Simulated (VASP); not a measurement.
The system is GaN.

```
Ga N
1.0
     0.00000    2.13524    2.13524
     2.13524    0.00000    2.13524
     2.13524    2.13524    0.00000
Ga N
1 1
Direct
  0.00000 0.00000 0.00000
  0.50000 0.50000 0.50000
```

Measurements of this composition are mostly on another form, of space group No. 186.

| Quantity | Value |
| --- | --- |
| Program | VASP 6.6.1 |
| Task | relaxation of cell and atoms |
| Functional | LDA |
| Potentials or basis | VASP PAW LDA potentials, release 64 (Ga_d, N) |
| Cutoff | 600 eV |
| k mesh | 14 × 14 × 14 |
| Occupations | gaussian, width 0.02 eV |
| Spin | no spin polarisation |

At the start: pressure -12.7 GPa; volume 9.74 Å³/atom.

Task: How do energy, volume and symmetry change on relaxing?

Result: Over 6 steps the energy falls by 23.1 meV/atom and the volume is 9.18 Å³/atom (-5.7 %); space group Fm-3m (No. 225, to 0.05 Å).

The path:
```tsv
step	energy change (eV)	largest force (eV/Å)	pressure (GPa)	volume (Å³)
1	0.0000	0.0000	-12.70	19.47
2	-0.0001	0.0000	15.65	17.38
3	-0.0462	0.0000	-0.20	18.38
4	-0.0462	0.0000	0.20	18.36
5	-0.0461	0.0000	-0.31	18.38
6	-0.0462	0.0000	0.03	18.37
```

Final structure:
```yaml
crystal:
  lattice:
    - [0.00000, 2.09415, 2.09415]
    - [2.09415, 0.00000, 2.09415]
    - [2.09415, 2.09415, 0.00000]
  atoms:
    - { symbol: Ga, position: [0.00000, 0.00000, 0.00000] }
    - { symbol: N, position: [0.50000, 0.50000, 0.50000] }
```
